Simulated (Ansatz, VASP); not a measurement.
## One calculation of Na, two programs

INCAR

```
ALGO     = Normal         # electronic algorithm
EDIFF    = 1E-6           # SCF threshold, eV
ENCUT    = 520            # plane-wave cutoff, eV
GGA      = PE             # functional
ISIF     = 2              # what is computed and relaxed
ISMEAR   = 1              # smearing method
LASPH    = True           # aspherical terms in the spheres
LCHARG   = True           # write CHGCAR
LELF     = True           # ELF
LREAL    = False          # projectors in reciprocal space
LVHAR    = True         
LWAVE    = False          # write WAVECAR
NBANDS   = 10             # bands
NELM     = 60             # most SCF steps
PREC     = Accurate       # precision mode
SIGMA    = 0.1            # smearing width, eV
```

Contents of KPOINTS:

```
k-points
0
Gamma
  9 9 9
```

POSCAR

```
Na
1.0
    3.6582021933      0.0000000000      0.0000000000
   -1.2194007308      3.4489861039      0.0000000000
   -1.2194007308     -1.7244930513      2.9869095836
Na
1
Direct
    0.0000000000      0.0000000000      0.0000000000
```

The input input.yaml:

```yaml
crystal:
  lattice:
    - [3.6582021933, 0.0, 0.0]
    - [-1.2194007308, 3.4489861039, 0.0]
    - [-1.2194007308, -1.7244930513, 2.9869095836]
  atoms:
    - { symbol: Na, position: [0.0, 0.0, 0.0] }
hamiltonian:
  xc: pbe
  pseudopotentials: { kind: paw }
kpoints:
  mp_grid: { grid: [9, 9, 9] }
scf:
  occupations: { method: methfessel_paxton, width: 0.1 }
output:
  forces: true
  stress: true
  eigenvalues: true
  write_density: true
  write_potential: true
  elf: true
  volumetric_format: npy
```

Alike in both runs: task single point; functional PBE; k mesh 9 × 9 × 9; occupations methfessel-paxton of order 1, width 0.1 eV; no spin polarisation.

```csv
,VASP,Ansatz
version,VASP 6.6.1,Ansatz 0.2.0
potentials or method,"VASP PAW PBE potentials, release 64 (Na_pv)",Ansatz PAW
plane-wave cutoff (eV),520,420
valence electrons in the cell,7,9
```

|  | VASP | Ansatz | Ansatz less VASP |
| --- | --- | --- | --- |
| gap on the k mesh at the Fermi level (eV) | none | none | - |
| pressure (GPa) | -0.2 | -0.2 | +0.02 |

A gap of «none» marks a metal or a gap that the smearing closes. With one functional, cell and mesh, what is left measures potentials, basis and numerics. The two sets of potentials don't hold the same shells in valence.
